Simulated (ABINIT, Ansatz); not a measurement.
# A GW chain in ABINIT: SiC (P6_3mc), part 2 of 3

Aim: the G0W0 gap of SiC (P6_3mc) on PBE, step by step.

ABINIT 10.8.3; PBE and many-body steps on it, plane waves. Known limits of the many-body steps: not at the basis limit; coarse k mesh.

So far. Step 2 (Ground state): The gap is indirect, with the least direct gap 1.13 eV higher.

## (3) Bands along the symmetry lines

Level of this step: DFT, PBE, plane waves, norm-conserving pseudopotentials (ABINIT).

The cheap functional maps the bands first; the places of the edges decide which points the dearer methods must see.

run.abi reads:

```
acell 3*1.0 Angstrom
rprim 
  3.075694149693 -0.000000000023 0.000000000000
  -1.537847074826 2.663629267917 0.000000000000
  0.000000000000 0.000000000000 10.070646480000
ntypat 2
znucl 14 6
natom 8
typat 1 1 1 1 2 2 2 2
xred 
  0.666666666667 0.333333333333 0.937841980000
  0.333333333333 0.666666666667 0.437841980000
  0.000000000000 0.000000000000 0.687894380000
  0.000000000000 0.000000000000 0.187894380000
  0.666666666667 0.333333333333 0.749802590000
  0.333333333333 0.666666666667 0.249802590000
  0.000000000000 0.000000000000 0.500460050000
  0.000000000000 0.000000000000 0.000460050000
pp_dirpath "pseudos"
pseudos "Si.upf, C.upf"
ecut 37
iscf -2
irdden 1
kptopt 0
nkpt 39
kpt 
  0.00000000 0.00000000 0.00000000
  0.12500000 0.00000000 0.00000000
  0.25000000 0.00000000 0.00000000
  0.37500000 0.00000000 0.00000000
  0.50000000 0.00000000 0.00000000
  0.45833333 0.08333333 0.00000000
  0.41666666 0.16666666 0.00000000
  0.37500000 0.25000000 0.00000000
  0.33333333 0.33333333 0.00000000
  0.25000000 0.25000000 0.00000000
  0.16666666 0.16666666 0.00000000
  0.08333333 0.08333333 0.00000000
  0.00000000 0.00000000 0.00000000
  0.00000000 0.00000000 0.12500000
  0.00000000 0.00000000 0.25000000
  0.00000000 0.00000000 0.37500000
  0.00000000 0.00000000 0.50000000
  0.12500000 0.00000000 0.50000000
  0.25000000 0.00000000 0.50000000
  0.37500000 0.00000000 0.50000000
  0.50000000 0.00000000 0.50000000
  0.45833333 0.08333333 0.50000000
  0.41666666 0.16666666 0.50000000
  0.37500000 0.25000000 0.50000000
  0.33333333 0.33333333 0.50000000
  0.25000000 0.25000000 0.50000000
  0.16666666 0.16666666 0.50000000
  0.08333333 0.08333333 0.50000000
  0.00000000 0.00000000 0.50000000
  0.50000000 0.00000000 0.50000000
  0.50000000 0.00000000 0.37500000
  0.50000000 0.00000000 0.25000000
  0.50000000 0.00000000 0.12500000
  0.50000000 0.00000000 0.00000000
  0.33333333 0.33333333 0.50000000
  0.33333333 0.33333333 0.37500000
  0.33333333 0.33333333 0.25000000
  0.33333333 0.33333333 0.12500000
  0.33333333 0.33333333 0.00000000
istwfk *1
nband 23
nbdbuf 2
tolwfr 1e-08
nstep 40
prtwf 0
prtvol 0
indata_prefix "in"
outdata_prefix "out"
tmpdata_prefix "tmp"
```

Launch:

```
OMP_NUM_THREADS=1 mpirun -n 4 abinit run.abi > log
```

Numbers of over 12 decimals in the logs are rounded to 6 here.

Output:

```text
.Version 10.8.3 of ABINIT. v10.8.2 released Aug 2026.

 Symmetries : space group P6_3 m c (#186); Bravais hP (primitive hexag.)
[... echo of the input left out ...]
== DATASET  1 ==================================================================
-   mpi_nproc: 4, omp_nthreads: 1 (-1 if OMP is not activated)

--- !DatasetInfo
iteration_state: {dtset: 1, }
dimensions: {natom: 8, nkpt: 39, mband: 23, nsppol: 1, nspinor: 1, nspden: 1, mpw: 6045, }
cutoff_energies: {ecut:  37.0, pawecutdg:  -1.0, }
electrons: {nelect:   3.20000000E+01, charge:   0.00000000E+00, occopt:   1.00000000E+00, tsmear:   1.00000000E-02, }

 Real(R)+Recip(G) space primitive vectors, cartesian coordinates (Bohr,Bohr^-1):
 R(1)=  5.8122196  0.0000000  0.0000000  G(1)=  0.1720513  0.0993339  0.0000000
 R(2)= -2.9061098  5.0335298  0.0000000  G(2)=  0.0000000  0.1986677  0.0000000
 R(3)=  0.0000000  0.0000000 19.0307638  G(3)=  0.0000000  0.0000000  0.0525465
 Unit cell volume ucvol=  5.5676366E+02 bohr^3
 Angles (23,13,12)=  9.00000000E+01  9.00000000E+01  1.20000000E+02 degrees

 getcut: wavevector=  0.0000  0.0000  0.0000  ngfft=  32  32 108
         ecut(hartree)=     37.000   => boxcut(ratio)=   2.01068

--- Pseudopotential description ------------------------------------------------
- Si Generated using ONCVPSP code by D. R. Hamann
- 14.00000   4.00000  171031                  znucl, zion, pspdat
12 -101130 2 -1 1510                          pspcod,pspxc,lmax,lloc,mmax
     nproj     2     2     2
  pspatm : epsatm=    9.34321561
         --- l  ekb(1:nproj) -->
             0    5.168965    0.829883
             1    2.571282    0.578307
             2   -2.427311   -0.488097
 pspatm: atomic psp has been read  and splines computed

- C Generated using ONCVPSP code by D. R. Hamann
-  6.00000   4.00000  171031                  znucl, zion, pspdat
12 -101130 1 -1 1248                          pspcod,pspxc,lmax,lloc,mmax
     nproj     2     2     0
  pspatm : epsatm=    4.31346680
         --- l  ekb(1:nproj) -->
[...]
pspatm: atomic psp has been read  and splines computed

--------------------------------------------------------------------------------

================================================================================
 prteigrs : about to open file out_EIG
 Non-SCF case, kpt    1 (  0.00000  0.00000  0.00000), residuals and eigenvalues=
  3.58E-09  2.98E-09  2.79E-09  2.73E-09  3.24E-09  8.83E-09  7.61E-09  4.43E-09
  8.11E-09  3.04E-09  6.56E-09  4.21E-09  8.70E-09  5.58E-09  6.88E-09  7.76E-09
  4.66E-09  7.00E-09  4.90E-09  5.51E-09  6.76E-09  3.09E-06  1.99E-07
 -3.1516E-01 -2.7183E-01 -2.7047E-01 -1.8372E-01 -6.2487E-02  9.3494E-02
  9.4983E-02  2.1124E-01  2.1124E-01  2.2822E-01  2.2822E-01  2.3345E-01
  2.3345E-01  2.5300E-01  2.5495E-01  2.5495E-01  4.4278E-01  4.6407E-01
  4.8689E-01  4.8780E-01  5.1193E-01  5.1218E-01  5.1284E-01
[...]
4.4589E-01  4.6079E-01  4.6079E-01  5.8369E-01  5.8408E-01

--- !ResultsGS
iteration_state: {dtset: 1, }
comment   : Summary of ground state results
lattice_vectors:
- [  5.8122196,  -0.0000000,   0.0000000, ]
- [ -2.9061098,   5.0335298,   0.0000000, ]
- [  0.0000000,   0.0000000,  19.0307638, ]
lattice_lengths: [   5.81222,    5.81222,   19.03076, ]
lattice_angles: [ 90.000,  90.000, 120.000, ] # degrees, (23, 13, 12)
lattice_volume:   5.5676366E+02
convergence: {deltae:  0.000E+00, res2:  0.000E+00, residm:  9.898E-09, diffor:  0.000E+00, }
etotal    :  -4.10784775E+01
entropy   :   0.00000000E+00
fermie    :   2.54948116E-01
cartesian_stress_tensor: null
pressure_GPa: null
xred      :
- [  6.6667E-01,   3.3333E-01,   9.3784E-01, Si]
- [  3.3333E-01,   6.6667E-01,   4.3784E-01, Si]
- [  3.7007E-17,   3.7007E-17,   6.8789E-01, Si]
- [  3.7007E-17,   3.7007E-17,   1.8789E-01, Si]
- [  6.6667E-01,   3.3333E-01,   7.4980E-01,  C]
- [  3.3333E-01,   6.6667E-01,   2.4980E-01,  C]
- [  3.7007E-17,   3.7007E-17,   5.0046E-01,  C]
- [  3.7007E-17,   3.7007E-17,   4.6005E-04,  C]
cartesian_forces: null
force_length_stats: {min: null, max: null, mean: null, }

 Integrated electronic density in atomic spheres:
 ------------------------------------------------
 Atom  Sphere_radius  Integrated_density
[...]
================================================================================

 ----iterations are completed or convergence reached----

 Mean square residual over all n,k,spin=   54.714E-10; max=  98.983E-10
 reduced coordinates (array xred) for    8 atoms
[...]
0.000000000000      0.000000000000      0.500460050000
       0.000000000000      0.000000000000      0.000460050000

 cartesian coordinates (angstrom) at end:
    1      1.537847     0.887876     9.444675
    2      1.367e-11     1.775753     4.409352
    3      0.000000     0.000000     6.927541
[...]
7      0.000000     0.000000     5.039956
    8      0.000000     0.000000     0.004633
 length scales=  1.889726125908  1.889726125908  1.889726125908 bohr
              =  1.000000000000  1.000000000000  1.000000000000 angstroms
 prteigrs : about to open file out_EIG
 Eigenvalues (hartree) for nkpt=  39  k points:
 kpt#   1, nband= 23, wtk=  1.00000, kpt=  0.0000  0.0000  0.0000 (reduced coord)
[...]
kpt#   2, nband= 23, wtk=  1.00000, kpt=  0.1250  0.0000  0.0000 (reduced coord)
[...]
kpt#   3, nband= 23, wtk=  1.00000, kpt=  0.2500  0.0000  0.0000 (reduced coord)
[...]
kpt#  38, nband= 23, wtk=  1.00000, kpt=  0.3333  0.3333  0.1250 (reduced coord)
[...]
0.39582    0.39582    0.44999    0.46778    0.46778    0.57227    0.58347
 kpt#  39, nband= 23, wtk=  1.00000, kpt=  0.3333  0.3333  0.0000 (reduced coord)
  -0.15069   -0.14294   -0.14294   -0.13979   -0.02756   -0.01282   -0.01282    0.02704
   0.02704    0.02797    0.09379    0.09379    0.10788    0.14924    0.14924    0.19337
   0.40118    0.40118    0.44589    0.46079    0.46079    0.58369    0.58408

== END DATASET(S) ==============================================================
================================================================================

 -outvars: echo values of variables after computation  --------
            nband          23
             nkpt          39
          spgroup         186
 [... the other variables as echoed above ...]

 Calculation completed.
```

The job ended after 31 s (4 MPI ranks of Arm Neoverse V1, shared host; peak memory 0.35 GiB).

This step gave:

- gap: 2.228 eV
- k of the valence top: 0, 0, 0
- k of the conduction bottom: 0.5, 0, 0
- least direct gap: 3.353 eV

The gap is 2.228 eV, as in the run before at this level.

The electronic bands at the labelled points (eV, zero at the top of the highest filled band):

```
    point  band 13  band 14  band 15  band 16  band 17  band 18  band 19  band 20
        Γ    -0.58    -0.05     0.00     0.00     5.11     5.69     6.31     6.34
  halfway    -1.67    -1.63    -0.84    -0.55     3.79     4.30     5.08     6.14
        M    -2.37    -2.23    -1.58    -1.13     2.23     2.36     4.24     4.76
  halfway    -3.20    -2.57    -1.93    -1.85     3.15     3.99     4.73     6.09
        K    -4.00    -2.88    -2.88    -1.68     3.98     3.98     5.20     5.60
  halfway    -2.51    -2.08    -1.56    -0.93     4.70     4.93     5.30     6.34
        Γ    -0.58    -0.05     0.00     0.00     5.11     5.69     6.31     6.34
  halfway    -0.41    -0.41    -0.06    -0.06     5.17     5.54     6.52     6.58
        A    -0.21    -0.21    -0.21    -0.21     5.32     5.32     6.78     6.78
  halfway    -1.28    -1.28    -0.92    -0.92     3.96     3.96     5.58     5.58
        L    -2.51    -2.51    -1.56    -1.56     2.64     2.64     4.22     4.22
  halfway    -3.23    -3.23    -2.04    -2.04     3.53     3.53     5.51     5.51
        H    -2.76    -2.76    -2.46    -2.46     3.25     3.25     6.69     6.69
  halfway    -2.15    -2.15    -1.04    -1.04     4.96     4.96     5.53     5.53
        A    -0.21    -0.21    -0.21    -0.21     5.32     5.32     6.78     6.78
jump to L    -2.51    -2.51    -1.56    -1.56     2.64     2.64     4.22     4.22
  halfway    -2.49    -1.97    -1.89    -1.24     2.47     2.47     4.03     4.79
        M    -2.37    -2.23    -1.58    -1.13     2.23     2.36     4.24     4.76
jump to H    -2.76    -2.76    -2.46    -2.46     3.25     3.25     6.69     6.69
  halfway    -3.58    -2.65    -2.65    -2.00     3.55     3.55     5.62     6.19
        K    -4.00    -2.88    -2.88    -1.68     3.98     3.98     5.20     5.60
```

## (4) Empty states on the mesh, 3×3×2 mesh, 358 bands

The sums over transitions need many empty states on a uniform mesh; this step solves for them.

run.abi reads:

```
acell 3*1.0 Angstrom
rprim 
  3.075694149693 -0.000000000023 0.000000000000
  -1.537847074826 2.663629267917 0.000000000000
  0.000000000000 0.000000000000 10.070646480000
ntypat 2
znucl 14 6
natom 8
typat 1 1 1 1 2 2 2 2
xred 
  0.666666666667 0.333333333333 0.937841980000
  0.333333333333 0.666666666667 0.437841980000
  0.000000000000 0.000000000000 0.687894380000
  0.000000000000 0.000000000000 0.187894380000
  0.666666666667 0.333333333333 0.749802590000
  0.333333333333 0.666666666667 0.249802590000
  0.000000000000 0.000000000000 0.500460050000
  0.000000000000 0.000000000000 0.000460050000
pp_dirpath "pseudos"
pseudos "Si.upf, C.upf"
ecut 37
ngkpt 3 3 2
nshiftk 1
shiftk 0 0 0
kptopt 1
chksymbreak 0
iscf -2
irdden 1
istwfk *1
nband 358
nbdbuf 32
tolwfr 1e-09
nstep 60
prtvol 0
indata_prefix "in"
outdata_prefix "out"
tmpdata_prefix "tmp"
```

Output:

```text
.Version 10.8.3 of ABINIT. v10.8.2 released Aug 2026.

 Symmetries : space group P6_3 m c (#186); Bravais hP (primitive hexag.)
[... echo of the input left out ...]
== DATASET  1 ==================================================================
-   mpi_nproc: 4, omp_nthreads: 1 (-1 if OMP is not activated)

--- !DatasetInfo
iteration_state: {dtset: 1, }
dimensions: {natom: 8, nkpt: 6, mband: 358, nsppol: 1, nspinor: 1, nspden: 1, mpw: 6030, }
cutoff_energies: {ecut:  37.0, pawecutdg:  -1.0, }
electrons: {nelect:   3.20000000E+01, charge:   0.00000000E+00, occopt:   1.00000000E+00, tsmear:   1.00000000E-02, }

 Real(R)+Recip(G) space primitive vectors, cartesian coordinates (Bohr,Bohr^-1):
 R(1)=  5.8122196  0.0000000  0.0000000  G(1)=  0.1720513  0.0993339  0.0000000
 R(2)= -2.9061098  5.0335298  0.0000000  G(2)=  0.0000000  0.1986677  0.0000000
 R(3)=  0.0000000  0.0000000 19.0307638  G(3)=  0.0000000  0.0000000  0.0525465
 Unit cell volume ucvol=  5.5676366E+02 bohr^3
 Angles (23,13,12)=  9.00000000E+01  9.00000000E+01  1.20000000E+02 degrees

 getcut: wavevector=  0.0000  0.0000  0.0000  ngfft=  32  32 108
         ecut(hartree)=     37.000   => boxcut(ratio)=   2.01068

--- Pseudopotential description ------------------------------------------------
- Si Generated using ONCVPSP code by D. R. Hamann
- 14.00000   4.00000  171031                  znucl, zion, pspdat
12 -101130 2 -1 1510                          pspcod,pspxc,lmax,lloc,mmax
     nproj     2     2     2
  pspatm : epsatm=    9.34321561
         --- l  ekb(1:nproj) -->
             0    5.168965    0.829883
             1    2.571282    0.578307
             2   -2.427311   -0.488097
 pspatm: atomic psp has been read  and splines computed

- C Generated using ONCVPSP code by D. R. Hamann
-  6.00000   4.00000  171031                  znucl, zion, pspdat
12 -101130 1 -1 1248                          pspcod,pspxc,lmax,lloc,mmax
     nproj     2     2     0
  pspatm : epsatm=    4.31346680
         --- l  ekb(1:nproj) -->
[...]
pspatm: atomic psp has been read  and splines computed

--------------------------------------------------------------------------------

================================================================================
 prteigrs : about to open file out_EIG
 Non-SCF case, kpt    1 (  0.00000  0.00000  0.00000), residuals and eigenvalues=
  1.86E-10  1.41E-10  1.23E-10  1.17E-10  5.35E-10  1.12E-10  1.83E-10  6.96E-11
  8.05E-11  1.06E-10  6.80E-10  8.02E-11  5.82E-11  4.19E-11  6.31E-11  9.47E-11
  9.90E-10  8.26E-10  1.15E-10  8.40E-10  5.19E-10  8.16E-10  4.75E-10  9.52E-10
[...]
6.84E-05  2.38E-05  1.18E-04  5.71E-05  4.49E-04  3.86E-04
 -3.1516E-01 -2.7183E-01 -2.7047E-01 -1.8372E-01 -6.2487E-02  9.3494E-02
  9.4983E-02  2.1124E-01  2.1124E-01  2.2822E-01  2.2822E-01  2.3345E-01
[...]
5.2310E+00  5.2526E+00  5.2526E+00  5.2704E+00  5.2857E+00  5.2867E+00
  5.2871E+00  5.2876E+00  5.2879E+00  5.3357E+00
 prteigrs : prtvol=0 or 1, do not print more k-points.

--- !ResultsGS
iteration_state: {dtset: 1, }
comment   : Summary of ground state results
lattice_vectors:
- [  5.8122196,  -0.0000000,   0.0000000, ]
- [ -2.9061098,   5.0335298,   0.0000000, ]
- [  0.0000000,   0.0000000,  19.0307638, ]
lattice_lengths: [   5.81222,    5.81222,   19.03076, ]
lattice_angles: [ 90.000,  90.000, 120.000, ] # degrees, (23, 13, 12)
lattice_volume:   5.5676366E+02
convergence: {deltae:  0.000E+00, res2:  0.000E+00, residm:  9.985E-10, diffor:  0.000E+00, }
etotal    :  -4.10784775E+01
entropy   :   0.00000000E+00
fermie    :   2.54948116E-01
cartesian_stress_tensor: null
pressure_GPa: null
xred      :
- [  6.6667E-01,   3.3333E-01,   9.3784E-01, Si]
- [  3.3333E-01,   6.6667E-01,   4.3784E-01, Si]
- [  3.7007E-17,   3.7007E-17,   6.8789E-01, Si]
- [  3.7007E-17,   3.7007E-17,   1.8789E-01, Si]
- [  6.6667E-01,   3.3333E-01,   7.4980E-01,  C]
- [  3.3333E-01,   6.6667E-01,   2.4980E-01,  C]
- [  3.7007E-17,   3.7007E-17,   5.0046E-01,  C]
- [  3.7007E-17,   3.7007E-17,   4.6005E-04,  C]
cartesian_forces: null
force_length_stats: {min: null, max: null, mean: null, }

 Integrated electronic density in atomic spheres:
 ------------------------------------------------
 Atom  Sphere_radius  Integrated_density
[...]
================================================================================

 ----iterations are completed or convergence reached----

 Mean square residual over all n,k,spin=   38.083E-11; max=  99.847E-11
 reduced coordinates (array xred) for    8 atoms
[...]
0.000000000000      0.000000000000      0.500460050000
       0.000000000000      0.000000000000      0.000460050000

 cartesian coordinates (angstrom) at end:
    1      1.537847     0.887876     9.444675
    2      1.367e-11     1.775753     4.409352
[...]
7      0.000000     0.000000     5.039956
    8      0.000000     0.000000     0.004633
 length scales=  1.889726125908  1.889726125908  1.889726125908 bohr
              =  1.000000000000  1.000000000000  1.000000000000 angstroms
 prteigrs : about to open file out_EIG
 Eigenvalues (hartree) for nkpt=   6  k points:
 kpt#   1, nband=358, wtk=  0.05556, kpt=  0.0000  0.0000  0.0000 (reduced coord)
[...]
5.16787    5.17741    5.18375    5.18375    5.18747    5.20065    5.21601    5.22814
   5.22869    5.22870    5.23048    5.23097    5.23097    5.25256    5.25257    5.27044
   5.28568    5.28673    5.28711    5.28763    5.28792    5.33569
 prteigrs : prtvol=0 or 1, do not print more k-points.

== END DATASET(S) ==============================================================
================================================================================

 -outvars: echo values of variables after computation  --------
            nband         358
             nkpt           6
          spgroup         186
 [... the other variables as echoed above ...]

 Calculation completed.
```

The job ended after 4.6 min (4 MPI ranks; peak memory 0.5 GiB; 18 min of CPU time).

This step gave:

```
gap                                                           : 3.011 eV
k of the valence top                                          : 0, 0, 0
k of the conduction bottom                                    : 0.3333, 0, 0
least direct gap                                              : 3.856 eV
k points computed                                             : 6
lowest point of the top converged band, above the valence top : 124.3914 eV
```

On this mesh the gap is 3.011 eV. The earlier step found 2.228 eV, so this mesh misses an edge.

(Part 2 of 3 ends here.)

[Paths, hosts, dates, memory and timing lines, banners, echoed tables and standing remarks are left out of the program output.]

[Logs are printed without paths, hosts, clocks, repeated set-up lines and the standing remarks that a program may print on its own settings, such as how far it seeks lower states.]

[Runs of the session that timed out or met a known fault of the program may be left out.]

[Hosts, paths, dates, database ids (printed as entryN), source tags and the programs' standing remarks are cut or masked in the printed files.]

[G0W0 gaps are taken among the corrected bands and points alone; a level outside them can change the order at an edge.]

[Where Ansatz stands beside ABINIT at settings called matched, ABINIT's density can come from a denser mesh and the files from another edition; pairs whose starting gaps differed by over 0.03 eV were left out, so agreement reads better than it is.]
